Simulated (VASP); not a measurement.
Input of a VASP 6.6.1 run:

INCAR

```
SYSTEM = AgCl
PREC     = Accurate       ! precision mode
ENCUT    = 500            ! plane-wave cutoff, eV
EDIFF    = 1E-6           ! SCF threshold, eV
ISMEAR   = 0              ! smearing method
SIGMA    = 0.01           ! smearing width, eV
LREAL    = .FALSE.        ! projectors in reciprocal space
LASPH    = .TRUE.         ! aspherical terms in the spheres
NELM     = 120            ! most SCF steps
ALGO     = Normal         ! electronic algorithm
ISIF     = 2              ! what is computed and relaxed
LWAVE    = .FALSE.        ! write WAVECAR
LCHARG   = .FALSE.        ! write CHGCAR
GGA      = PS             ! functional
NBANDS   = 16             ! bands
GGA_COMPAT= .FALSE.
```

KPOINTS

```
Automatic mesh
0
G
  8 8 8
  0 0 0
```

POSCAR

```
AgCl
1.0
    0.0000000000      2.7237571629      2.7237571629
    2.7237571629      0.0000000000      2.7237571629
    2.7237571629      2.7237571629      0.0000000000
Ag Cl
1 1
Direct
    0.0000000000      0.0000000000      0.0000000000
    0.5000000000      0.5000000000      0.5000000000
```

Potentials or basis: VASP PAW PBE potentials, release 64 (Ag, Cl).

The run is started by

```sh
$ cat potpaw_PBE.64/Ag/POTCAR potpaw_PBE.64/Cl/POTCAR > POTCAR
$ mpirun -np 1 vasp_std > vasp.out
```

**Question.** Predict the band gap on the k mesh.

**Answer.** 0.72 eV, indirect (least direct gap 3.22 eV).

**Question.** Estimate the pressure.

**Answer.** -0.1 GPa.

Caveat: the PAW data sets were made with another functional, which shifts forces and pressure a little.

**What was measured.**

From a printed reference work, data compilation, for a bulk crystal of AgCl: band gap 3.249 eV (indirect).

Measured gap of AgCl: 3.249 eV (indirect; a printed reference work, data compilation). This calculation gives 0.72 eV (-2.53 eV). So large a miss can be the level of theory's own, or it may mean another phase, state or a wrong row. Spin-orbit coupling on Ag is left out. The value is that of PBEsol on a finite k mesh, which can miss the band edges, without temperature or zero-point motion. Semilocal functionals fall short of measured gaps as a rule.
